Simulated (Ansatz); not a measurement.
Here is an unrelaxed guess for TiB6.

```xyz
7
Lattice="3.9381 0.0000 0.0000 0.0000 3.9381 0.0000 0.0000 0.0000 3.9381" Properties=species:S:1:pos:R:3 pbc="T T T"
Ti    0.0000    0.0000    0.0000
B     3.1448    1.9691    1.9691
B     0.7933    1.9691    1.9691
B     1.9691    1.9691    3.1448
B     1.9691    1.9691    0.7933
B     1.9691    0.7933    1.9691
B     1.9691    3.1448    1.9691
```

Level of theory: DFT PBE, scalar-relativistic, plane waves, PAW (Ansatz 0.2.0). Settings: cutoff 420 eV, Γ-centred mesh 4×4×4 on the computed 7-atom cell, Gaussian smearing of 0.10 eV; no spin polarisation.

Energies over the elements count from the elements' standard structures at the same level, with no fitted energy shifts.

Q: What does a single point on this coarse mesh give?

A: The pressure is 17.8 GPa (it wants to expand), the largest force is 1.67 eV/Å, and the energy is +0.22 eV/atom against the elements. The shortest distance is 1.59 Å.

Q: Is it a good guess?

A: A fair one: relaxing gains about 0.10 eV/atom (the start's value is from the coarse mesh, so the gain is rough) in 10 ionic steps and ends at +0.12 eV/atom on the finer mesh. The symmetry stays Pm-3m (No. 221). The volume per atom grows by 11.0 %, from 8.7 to 9.7 Å³. The shortest distance goes from 1.59 Å (B–B) to 1.62 Å (B–B). Conventional cell: a = 4.078 Å. Ti is surrounded by 24 B at 3.00 Å; B is surrounded by 1 B at 1.62 Å, 4 B at 1.74 Å, 1 B at 2.46 Å and 4 Ti at 3.00 Å.

The last run used collinear spin, a 10×10×10 mesh for its 7-atom cell and Gaussian smearing of 0.10 eV. The magnetic state reached may not be the lowest. The relaxation can't lower the symmetry of the start, and the grade says only how near the guess is to its own end. Symmetry constrained the relaxation, so the result can be a saddle point.
